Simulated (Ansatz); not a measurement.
# Polar AlN (0001) films against thickness, part 3 of 5

At which thickness, if any, does a AlN (0001) film lose its gap?

Ansatz 0.2.0; plane-wave DFT, PBEsol, Ansatz PAW.

So far, gap on the k-mesh (eV): step 2 (relaxation, 2 atoms, units 1) 2.99; step 3 (density of states) 2.99; step 4 (4 atoms, units 2) 3.88.

### Step 5. Single point on the relaxed film, 4 atoms, units 2

The next thickness, treated alike, to follow how potential and charge build up across the film.

Input file input.yaml:

```yaml
crystal:
  lattice:
    - [3.1100000024, 0.0, 0.0]
    - [-1.5550000012, 2.6933390079, 0.0]
    - [0.0, 0.0, 21.07764]
  atoms:
    - { symbol: "N", position: [0.6666666667, 0.3333333333, 0.4459039425] }
    - { symbol: Al, position: [0.3333333333, 0.6666666667, 0.4514647089] }
    - { symbol: "N", position: [0.3333333333, 0.6666666667, 0.5540958629] }
    - { symbol: Al, position: [0.6666666667, 0.3333333333, 0.5485354857] }
kpoints:
  mp_grid: { grid: [12, 12, 1] }
hamiltonian:
  xc: pbesol
scf:
  occupations: { method: fermi_dirac, width: 0.03 }
  convergence: { dr2_threshold: 1.0e-09 }
efield:
  axis: 3
  dipole_correction: true
  ramp_position: 0.97
  ramp_width: 0.06
output:
  eigenvalues: true
  dos: { projected: true, e_range: [-7, 7] }
  write_potential: true
  write_density: true
  volumetric_format: npy
  elf: true
```

Command:

```console
$ ansatz run input.yaml --threads 4 --pin off --max-ram 6144MiB --backend cpu --events-out ev --progress --plain --runs-dir out
```

Numbers of over 12 decimals in the logs are rounded to 6 here.

Log:

```text
[...]
Crystal: 4 atoms, lattice volume = 176.552 Å³
Basis set: ecut = 420 eV, 3443 PW (Γ)
Bands: 12, of which v1, the nominal top of the filled ones, is band 8 counted from 1 (7 counted from 0)
Symmetry: 6 space group operations
k-points: 19 of 144 (time reversal used)
[...]
SCF iter   1: F=—  HF=-1810.490262 eV  |F-HF|=—  |Δ(HF+E_count)|=         —  Δρ=5.05e-3  dr2=6.74e-2  ethr=1.77e-3  p=0.000 e·Å  D=4.26e-6 V/Å  ΔV_dip=-0.00 eV  dr2_dipole=6.06e-10  V_vac-E_F(+/−)=3.06/3.06 eV  ⟨swp⟩=9.7  Hψ=2000  notcnv=0
[...]
SCF iter  10: F=-1810.471617 eV  HF=-1810.471617 eV  |F-HF|=1.98e-11  |Δ(HF+E_count)|=  1.43e-10  Δρ=2.82e-7  dr2=1.24e-10  ethr=6.25e-12  p=0.000 e·Å  D=4.86e-6 V/Å  ΔV_dip=-0.00 eV  dr2_dipole=5.33e-12  V_vac-E_F(+/−)=3.75/3.75 eV  ⟨swp⟩=2.0  Hψ=456  notcnv=0
SCF 1 converged in 10 iterations: F = -1810.471617 eV  dr2 = 1.24e-10
[...]
SCF converged after 10 iterations
Free energy (F): -1810.471617 eV
[...]
Internal energy: -1810.471617 eV  (E = F + TS)
E sigma→0 (E₀):  -1810.471617 eV
Fermi energy:    -0.762315 eV
Dipole field:    D = 0.000002 V/Å  (p = 0.000002 e·Å, saw-weighted, corrected)
Work function:   Φ+ = 3.7524 eV   Φ− = 3.7524 eV
[...]
--- Band table (eV; the first three rows and the last of 19) ---
  k-point 0: bands = [... 4 lower, -4.0488, -3.6511, -3.4463, -3.4463, 1.1356, 2.3834, 2.9542, 3.7205]
  k-point 1: bands = [... 4 lower, -4.1445, -3.8042, -3.4625, -3.3192, 1.4069, 2.4623, 3.1148, 3.8639]
  k-point 2: bands = [... 4 lower, -4.5858, -4.3749, -3.5277, -3.0202, 2.0156, 2.6638, 3.5746, 4.1657]
  k-point 18: bands = [... 4 lower, -7.0775, -5.8162, -3.4561, -3.4561, 4.0358, 4.7103, 4.7104, 6.2982]
```

Elapsed: 1.5 s, on 4 threads of Arm Neoverse V2, shared host; peak memory 0.38 GiB.

Numbers from this step:

| Quantity | Value |
| --- | --- |
| gap on the k-mesh | 3.881 eV |
| dipole along the normal | 1.52e-6 e·Å |
| electron affinity, upper face | 1.854 eV |

The density of states has structure finer than the step of the table below, so its rows give means over 0.25 eV, whole bins alone (the curve runs from -7 to 1.98 eV). Peaks (eV: height): -6.510: 4.94, -5.840: 3.05, -4.540: 3.73, -4.050: 7.91, -3.250: 4.44, -2.400: 7.15, -2.090: 7.76.

Density of states against energy, zero at the Fermi level of the run, which the smearing sets inside the gap; means over each step:

energy (eV), density of states (states/eV a cell) and a bar:
```
    -6.75       1.54 ############
    -6.50       3.31 ##########################
    -6.25       1.63 #############
    -6.00       2.37 ##################
    -5.75       1.98 ###############
    -5.50       0.93 #######
    -5.25       0.89 #######
    -5.00       1.23 ##########
    -4.75       2.13 #################
    -4.50       2.83 ######################
    -4.25       1.40 ###########
    -4.00       3.85 ##############################
    -3.75       2.41 ###################
    -3.50       2.31 ##################
    -3.25       3.41 ###########################
    -3.00       2.39 ###################
    -2.75       1.06 ########
    -2.50       1.91 ###############
    -2.25       3.31 ##########################
    -2.00       2.72 #####################
    -1.75       0.00
```

Projected DOS per atom over height of the atomic layer and energy from the Fermi level. Layers: AlN AlN from below.

Ten even steps from '_' (0.00 states/eV) to '@' (0.84 states/eV), each cell a mean:
```
____
____
____
____
____
____
____
____
____
----
@@@@
----
%%%%
####
@@@@
++++
****
::::
----
****
####
====
```
Columns: height of the atomic layer (Å) from 9.46 to 11.6; rows upwards: energy from the Fermi level (eV) from -6.95 to 1.96.

Electrostatic potential energy in the ca plane at fractional y = 0.333, with atoms of N and Al within 0.2 Å of it. With pseudopotentials it is smooth inside the atoms' cores, unlike the true potential.

Ten even steps from '0' (-19 eV) to '9' (3 eV), each cell a mean:
```
99999999999999999999853577411258999999999999
99999999999999999999600056113116899999999999
99999999999999999999400045046205899999999999
99999999999999999999600066112026899999999999
99999999999999999999864677521368999999999999
99999999999999999998764467776789999999999999
99999999999999999998753367887899999999999999
99999999999999999999864567766789999999999999
```
Columns run along c (16.0 Å, from fractional 0.07 to 0.83 of the cell; values clipped at the 3rd and 97th percentile), rows up along a (3.1 Å). Atoms in or near the plane, at fractional coordinates: N at (0.45, 0.67), Al at (0.55, 0.67).

ELF in the ca plane at fractional y = 0.333, with atoms of N and Al within 0.2 Å of it. It is the smooth field of the valence electrons, not physical close to the nuclei.

Ten even steps from '0' (0.00) to '9' (0.83), each cell a mean:
```
00000000000000000146999963235653100000000000
00000000000000001358986896200011100000000000
00000000000000001358961697200001000000000000
00000000000000001257997986200122100000000000
00000000000000000136899963246664200000000000
00000000000000000013466422478875210000000000
00000000000000000001221112478875310000000000
00000000000000000013577532478875210000000000
```
Columns run along c (16.0 Å, from fractional 0.07 to 0.83 of the cell), rows up along a (3.1 Å). Atoms in or near the plane, at fractional coordinates: N at (0.45, 0.67), Al at (0.55, 0.67).

Valence density in the ca plane at fractional y = 0.333, with atoms of N and Al within 0.2 Å of it. It is the smooth field of the valence electrons, not physical close to the nuclei.

Ten steps, logarithmic in the rise over the least value, from '0' (0.0 e/Å³) to '9' (3.6 e/Å³), each cell a mean:
```
00000000000000000013567654444432100000000000
00000000000000000024689865322232100000000000
00000000000000000024799975322222100000000000
00000000000000000024689865433332100000000000
00000000000000000013567654445442100000000000
00000000000000000012344433455542100000000000
00000000000000000011233333456543100000000000
00000000000000000012345443455542100000000000
```
Columns run along c (16.0 Å, from fractional 0.07 to 0.83 of the cell), rows up along a (3.1 Å). Atoms in or near the plane, at fractional coordinates: N at (0.45, 0.67), Al at (0.55, 0.67).

The vacuum levels of the two faces differ by 0.00 eV, and the gap is 3.88 eV. Cations and anions have moved into nearly the same planes, so this film is no longer polar.

### Step 6. Before relaxing, 4 atoms, units 2

For comparison, the film as cut from the bulk, to show what relaxation does to the dipole.

input.yaml, the sections that differ from step 5:

```yaml
crystal:
  lattice:
    - [3.11, 0.0, 0.0]
    - [-1.555, 2.69333901, 0.0]
    - [0.0, 0.0, 21.07764]
  atoms:
    - { symbol: "N", position: [0.66666667, 0.33333333, 0.4269927753] }
    - { symbol: Al, position: [0.33333333, 0.66666667, 0.4548725569] }
    - { symbol: "N", position: [0.33333333, 0.66666667, 0.5451274431] }
    - { symbol: Al, position: [0.66666667, 0.33333333, 0.5730072247] }
output:
  write_potential: true
  write_density: true
  volumetric_format: npy
# kpoints, hamiltonian, scf, efield: as in step 5
```

Log:

```text
[...]
Crystal: 4 atoms, lattice volume = 176.552 Å³
Basis set: ecut = 420 eV, 3443 PW (Γ)
Bands: 12, of which v1, the nominal top of the filled ones, is band 8 counted from 1 (7 counted from 0)
Symmetry: 6 space group operations
[...]
k-points: 19 of 144 (time reversal used)
[...]
SCF iter   1: F=—  HF=-1808.324609 eV  |F-HF|=—  |Δ(HF+E_count)|=         —  Δρ=5.15e-3  dr2=8.63e-2  ethr=1.77e-3  p=0.200 e·Å  D=2.05e-1 V/Å  ΔV_dip=-4.32 eV  dr2_dipole=7.49e-3  V_vac-E_F(+/−)=3.57/7.89 eV  ⟨swp⟩=9.3  Hψ=2058  notcnv=0
[...]
SCF iter  11: F=-1808.305052 eV  HF=-1808.305052 eV  |F-HF|=8.73e-10  |Δ(HF+E_count)|=   7.08e-9  Δρ=2.62e-7  dr2=1.13e-10  ethr=6.25e-12  p=0.199 e·Å  D=2.04e-1 V/Å  ΔV_dip=-4.30 eV  dr2_dipole=1.39e-11  V_vac-E_F(+/−)=3.42/7.72 eV  ⟨swp⟩=4.8  Hψ=788  notcnv=0
SCF 1 converged in 11 iterations: F = -1808.305052 eV  dr2 = 1.13e-10
[...]
SCF converged after 11 iterations
Free energy (F): -1808.305052 eV
[...]
Internal energy: -1808.298001 eV  (E = F + TS)
E sigma→0 (E₀):  -1808.301526 eV
Entropy (-TS):   -0.007050 eV (-1.763 meV/atom)
Fermi energy:    -2.230986 eV
Dipole field:    D = 0.204033 V/Å  (p = 0.199073 e·Å, saw-weighted, corrected)
Work function:   Φ+ = 3.4152 eV   Φ− = 7.7157 eV
[...]
--- Band table (eV; the first three rows and the last of 19) ---
  k-point 0: bands = [... 4 lower, -5.2951, -4.2529, -2.3725, -2.1553, -2.1553, 0.7083, 1.8427, 2.8726]
  k-point 1: bands = [... 4 lower, -5.3655, -3.9876, -2.6280, -2.2265, -2.2161, 0.8842, 2.0638, 3.0308]
  k-point 2: bands = [... 4 lower, -5.5496, -3.6514, -3.3381, -2.3766, -2.1812, 1.3362, 2.5977, 3.3707]
  k-point 18: bands = [... 4 lower, -7.2363, -5.1929, -4.8024, -2.3458, -0.2695, 0.7441, 3.4144, 4.2258]
```

Elapsed: 1.5 s, on 4 threads; peak memory 0.38 GiB.

Numbers from this step:

```yaml
energy_at_zero_smearing: -1808.3015 eV
work_function_upper_face: 3.415 eV
work_function_lower_face: 7.716 eV
dipole_along_the_normal: 0.1991 e·Å
step_between_the_vacuum_levels: -4.301 eV
```

The vacuum levels of the two faces differ by 4.30 eV, and there is no gap.

### Step 7. Relaxation, 6 atoms, units 3

System of this step: AlN (0001), 3 units. The cell holds 6 atoms: 3 N and 3 Al. Cell: a = 3.110 Å, b = 3.110 Å, c = 23.568 Å, α = 90.0°, β = 90.0°, γ = 120.0°. It derives from AlN (wurtzite AlN). Vacuum lies along c.

The next thickness, treated alike, to follow how potential and charge build up across the film.

input.yaml, the sections that differ from step 6:

```yaml
crystal:
  lattice:
    - [3.11, 0.0, 0.0]
    - [-1.555, 2.69333901, 0.0]
    - [0.0, 0.0, 23.56764]
  atoms:
    - { symbol: "N", position: [0.66666667, 0.33333333, 0.3818795603] }
    - { symbol: Al, position: [0.33333333, 0.66666667, 0.4068137497] }
    - { symbol: "N", position: [0.33333333, 0.66666667, 0.4875329053] }
    - { symbol: Al, position: [0.66666667, 0.33333333, 0.5124670947] }
    - { symbol: "N", position: [0.66666667, 0.33333333, 0.5931862503] }
    - { symbol: Al, position: [0.33333333, 0.66666667, 0.6181204397] }
relax:
  f_tol: 0.01
  max_steps: 100
# kpoints, hamiltonian, scf, efield, output: as in step 6
```

Log:

```text
[...]
Crystal: 6 atoms, lattice volume = 197.409 Å³
Basis set: ecut = 420 eV, 3835 PW (Γ), exchange–correlation on 48×48×320 points (8 copies of the dense FFT grid, shifted against one another)
Bands: 18, of which v1, the nominal top of the filled ones, is band 12 counted from 1 (11 counted from 0)
Symmetry: 6 space group operations
[...]
atoms:
    - { symbol: N, position: [0.666667, 0.333333, 0.405259] }
    - { symbol: Al, position: [0.333333, 0.666667, 0.409369] }
    - { symbol: N, position: [0.333333, 0.666667, 0.499998] }
    - { symbol: Al, position: [0.666667, 0.333333, 0.500002] }
    - { symbol: N, position: [0.666667, 0.333333, 0.594740] }
    - { symbol: Al, position: [0.333333, 0.666667, 0.590633] }
[key lines of the parts left out:]
SCF converged after 7 iterations
Free energy (F): -2716.009780 eV
Fermi energy:    0.425214 eV
Dipole field:    D = 0.000074 V/Å  (p = 0.000081 e·Å, saw-weighted, corrected)
Work function:   Φ+ = 3.6168 eV   Φ− = 3.6185 eV
```

The job ended after 12 s (4 threads; peak memory 0.44 GiB).

The steps of the relaxation:

```csv
step,energy less that of the first step (eV),largest force component (eV/Å)
1,0.0000,2.5450
2,-0.3304,1.9890
3,-1.4965,1.7217
4,-1.9420,0.8895
5,-2.0826,0.5681
6,-2.1044,0.2407
7,-2.1113,0.0274
8,-2.1114,0.0054
```

The run keeps the 6 symmetry operations that it works with, so distortions that break them were not tested.

The atoms that moved most (Å):

```csv
atom,dx,dy,dz,length
Al6,0.000,0.000,-0.648,0.648
N1,0.000,0.000,0.551,0.551
Al4,0.000,0.000,-0.294,0.294
N3,0.000,0.000,0.294,0.294
Al2,0.000,0.000,0.060,0.060
N5,0.000,0.000,0.037,0.037
```

Final coordinates:

```xyz
6
Lattice="3.1100 0.0000 0.0000 -1.5550 2.6933 0.0000 0.0000 0.0000 23.5676" Properties=species:S:1:pos:R:3
N     1.5550    0.8978    9.5510
Al    0.0000    1.7956    9.6479
N     0.0000    1.7956   11.7838
Al    1.5550    0.8978   11.7839
N     1.5550    0.8978   14.0166
Al    0.0000    1.7956   13.9198
```

The relaxation took 8 steps and lowered the energy by 2.1 eV; the largest force on the free atoms ends at 0.0054 eV/Å.

The gap is 3.90 eV, with the valence edge 5.61 eV and the conduction edge 1.71 eV under the upper vacuum level.

### Step 8. Single point on the relaxed film, 6 atoms, units 3

The next thickness, treated alike, to follow how potential and charge build up across the film.

input.yaml, the sections that differ from step 7:

```yaml
crystal:
  lattice:
    - [3.1100000024, 0.0, 0.0]
    - [-1.5550000012, 2.6933390079, 0.0]
    - [0.0, 0.0, 23.56764]
  atoms:
    - { symbol: "N", position: [0.6666666667, 0.3333333333, 0.4052590864] }
    - { symbol: Al, position: [0.3333333333, 0.6666666667, 0.409368724] }
    - { symbol: "N", position: [0.3333333333, 0.6666666667, 0.4999981533] }
    - { symbol: Al, position: [0.6666666667, 0.3333333333, 0.5000017588] }
    - { symbol: "N", position: [0.6666666667, 0.3333333333, 0.5947396858] }
    - { symbol: Al, position: [0.3333333333, 0.6666666667, 0.5906325917] }
output:
  eigenvalues: true
  dos: { projected: true, e_range: [-7, 7] }
  write_potential: true
  write_density: true
  volumetric_format: npy
# kpoints, hamiltonian, scf, efield: as in step 7
# relax: removed
```

Log:

```text
[...]
Crystal: 6 atoms, lattice volume = 197.409 Å³
Basis set: ecut = 420 eV, 3835 PW (Γ)
Bands: 18, of which v1, the nominal top of the filled ones, is band 12 counted from 1 (11 counted from 0)
Symmetry: 6 space group operations
[...]
k-points: 19 of 144 (time reversal used)
[...]
k-point 1: bands = [... 8 lower, -2.7752, -2.6717, -2.4470, -1.7582, 2.5994, 3.2280, 4.1261, 4.6898, ... 2 higher]
  k-point 2: bands = [... 8 lower, -3.1913, -2.8296, -2.5006, -1.5890, 3.1883, 3.4436, 4.5859, 5.0298, ... 2 higher]
  k-point 18: bands = [... 8 lower, -4.6378, -3.1539, -2.9715, -1.6961, 4.6423, 5.4658, 5.9199, 5.9723, ... 2 higher]
[key lines of the parts left out:]
SCF converged after 10 iterations
Free energy (F): -2716.009892 eV
Fermi energy:    0.425127 eV
Dipole field:    D = 0.000072 V/Å  (p = 0.000079 e·Å, saw-weighted, corrected)
Work function:   Φ+ = 3.6169 eV   Φ− = 3.6186 eV
```

Elapsed: 2.5 s, on 4 threads; peak memory 0.42 GiB; 9.2 s of CPU time.

The density of states has structure finer than the step of the table below, so its rows give means over 0.25 eV, whole bins alone (the curve runs from -7 to 1.98 eV). Peaks (eV: height): -6.610: 7.44, -5.250: 7.08, -5.140: 6.10, -4.020: 6.30, -3.040: 7.53, -2.930: 7.02, -2.020: 6.60.

The density of states by energy, zero at the Fermi level of the run, which the smearing sets inside the gap; means over each step:

energy (eV), density of states (states/eV a cell) and a bar:
```
    -6.75       1.66 ##########
    -6.50       2.32 ##############
    -6.25       1.08 ######
    -6.00       1.38 ########
    -5.75       2.21 #############
    -5.50       2.11 ############
    -5.25       5.02 #############################
    -5.00       3.53 #####################
    -4.75       2.50 ###############
    -4.50       1.90 ###########
    -4.25       3.12 ##################
    -4.00       4.23 #########################
    -3.75       2.91 #################
    -3.50       3.67 ######################
    -3.25       3.36 ####################
    -3.00       5.11 ##############################
    -2.75       3.48 ####################
    -2.50       2.43 ##############
    -2.25       2.83 #################
    -2.00       1.96 ############
    -1.75       0.00
```

The vacuum levels of the two faces differ by 0.00 eV, and the gap is 3.90 eV. Cations and anions have moved into nearly the same planes, so this film is no longer polar.

### Step 9. Before relaxing, 6 atoms, units 3

input.yaml, the sections that differ from step 8:

```yaml
crystal:
  lattice:
    - [3.11, 0.0, 0.0]
    - [-1.555, 2.69333901, 0.0]
    - [0.0, 0.0, 23.56764]
  atoms:
    - { symbol: "N", position: [0.66666667, 0.33333333, 0.3818795603] }
    - { symbol: Al, position: [0.33333333, 0.66666667, 0.4068137497] }
    - { symbol: "N", position: [0.33333333, 0.66666667, 0.4875329053] }
    - { symbol: Al, position: [0.66666667, 0.33333333, 0.5124670947] }
    - { symbol: "N", position: [0.66666667, 0.33333333, 0.5931862503] }
    - { symbol: Al, position: [0.33333333, 0.66666667, 0.6181204397] }
output:
  write_potential: true
  write_density: true
  volumetric_format: npy
# kpoints, hamiltonian, scf, efield: as in step 8
```

Log:

```text
[...]
Crystal: 6 atoms, lattice volume = 197.409 Å³
Basis set: ecut = 420 eV, 3835 PW (Γ)
Bands: 18, of which v1, the nominal top of the filled ones, is band 12 counted from 1 (11 counted from 0)
Symmetry: 6 space group operations
[...]
k-points: 19 of 144 (time reversal used)
[...]
SCF iter   1: F=—  HF=-2713.922801 eV  |F-HF|=—  |Δ(HF+E_count)|=         —  Δρ=5.43e-3  dr2=1.06e-1  ethr=1.77e-3  p=0.155 e·Å  D=1.43e-1 V/Å  ΔV_dip=-3.36 eV  dr2_dipole=1.51e-2  V_vac-E_F(+/−)=4.12/7.48 eV  ⟨swp⟩=10.1  Hψ=2725  notcnv=0  defer=3
[...]
SCF iter  13: F=-2713.898424 eV  HF=-2713.898424 eV  |F-HF|=4.55e-13  |Δ(HF+E_count)|=  2.99e-10  Δρ=2.87e-7  dr2=2.70e-10  ethr=4.17e-12  p=0.161 e·Å  D=1.47e-1 V/Å  ΔV_dip=-3.47 eV  dr2_dipole=8.67e-12  V_vac-E_F(+/−)=4.27/7.74 eV  ⟨swp⟩=9.5  Hψ=1423  notcnv=0
SCF 1 converged in 13 iterations: F = -2713.898424 eV  dr2 = 2.70e-10
[...]
SCF converged after 13 iterations
Free energy (F): -2713.898424 eV
[...]
Internal energy: -2713.883408 eV  (E = F + TS)
E sigma→0 (E₀):  -2713.890916 eV
Entropy (-TS):   -0.015015 eV (-2.503 meV/atom)
Fermi energy:    -1.356388 eV
Dipole field:    D = 0.147383 V/Å  (p = 0.160787 e·Å, saw-weighted, corrected)
Work function:   Φ+ = 4.2667 eV   Φ− = 7.7402 eV
[...]
--- Band table (eV; the first three rows and the last of 19) ---
  k-point 0: bands = [... 8 lower, -3.1933, -2.6508, -1.6474, -1.2158, -1.2158, 1.7806, 2.8640, 3.4443, ... 2 higher]
  k-point 1: bands = [... 8 lower, -3.2603, -2.3758, -1.7308, -1.4621, -1.2738, 2.0331, 3.0228, 3.7439, ... 2 higher]
  k-point 2: bands = [... 8 lower, -3.4363, -2.4544, -1.9838, -1.5046, -1.4271, 2.5952, 3.3537, 4.2634, ... 2 higher]
  k-point 18: bands = [... 8 lower, -5.3732, -4.1339, -3.4969, -1.2150, 0.4839, 1.4007, 3.7447, 4.3256, ... 2 higher]
```

The job ended after 2.5 s (4 threads; peak memory 0.43 GiB).

Numbers from this step:

- energy at zero smearing: -2713.8909 eV
- work function, upper face: 4.267 eV
- work function, lower face: 7.740 eV
- dipole along the normal: 0.1608 e·Å
- step between the vacuum levels: -3.473 eV

The vacuum levels of the two faces differ by 3.47 eV, and there is no gap.

(Part 3 of 5 ends here.)

[Logs are printed without paths, hosts, clocks, repeated set-up lines and the standing remarks that a program may print on its own settings, such as how far it seeks lower states.]

[Hosts, paths, dates, database ids (printed as entryN), source tags and the programs' standing remarks are cut or masked in the printed files.]

[Maps of the electrostatic potential energy from Ansatz leave out the sawtooth potential of an applied field or a dipole correction, so their vacuum need not be flat; planar profiles and work functions include it.]

[The density of states shown here was stored with 400 of the rows of the run's finer table, so its peaks can read low, often by over a quarter, or be missed, and its means over a window can be off by a tenth or more.]
